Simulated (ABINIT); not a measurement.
Wanted: the native input for an ABINIT 10.8.3 (patched build) run.

- Task: equation of state
- Functional: LDA
- Potentials or basis: JTH PAW LDA v2.0
- Cutoff: 517 eV
- k mesh: 10 × 10 × 10
- Occupations: fermi-dirac, width 0.05 eV
- Spin: no spin polarisation
- Fine-grid cutoff: 1034.03 eV

The system is WC.

```
CELL_PARAMETERS angstrom
0.00000 2.19268 2.19268
2.19268 0.00000 2.19268
2.19268 2.19268 0.00000
ATOMIC_POSITIONS crystal
W 0.00000 0.00000 0.00000
C 0.50000 0.50000 0.50000
```

Measurements of this composition are mostly on another form, of space group No. 187.

These files were run (other wordings do the same):

run.abi

```
ndtset 7
getwfk -1
scalecart1 3*0.9795861087
scalecart2 3*0.9864848297
scalecart3 3*0.9932883884
scalecart4 3*1.0000000000
scalecart5 3*1.0066227096
scalecart6 3*1.0131594038
scalecart7 3*1.0196128224

pp_dirpath "./"
pseudos "W.LDA_PW-JTH.xml, C.LDA_PW-JTH.xml"

acell 3*1.0
rprim
     0.0000000000     4.1435722378     4.1435722378
     4.1435722378     0.0000000000     4.1435722378
     4.1435722378     4.1435722378     0.0000000000
ntypat 2
znucl 74 6
natom 2
typat 1 2
xred
     0.0000000000     0.0000000000     0.0000000000
     0.5000000000     0.5000000000     0.5000000000

ecut 19.0
pawecutdg 38.0

kptopt 1
ngkpt 10 10 10
nshiftk 1
shiftk 0.0 0.0 0.0

ixc 7

nband 13
occopt 3
tsmear 0.00183747

nstep 100
tolvrs 1.0e-9

iomode 3
prtwf 1
prtden 0
prteig 0
prtebands 0
enunit 1
```

Potentials or basis: JTH PAW LDA v2.0.

Command:

```bash
$ abinit run.abi > log 2>&1
```

Results of the run:

```yaml
Equilibrium_volume: 10.09 Å³/atom
Bulk_modulus: 405 GPa
Pressure_derivative_of_the_bulk_modulus: 4.4
```

Caveat: pressures at fixed basis lie under the slope of the energies; the highest band is partly filled, so the run has too few bands.

Run time: 57 s on 1 thread of Arm Neoverse V2 (shared host), peak memory 0.12 GiB.
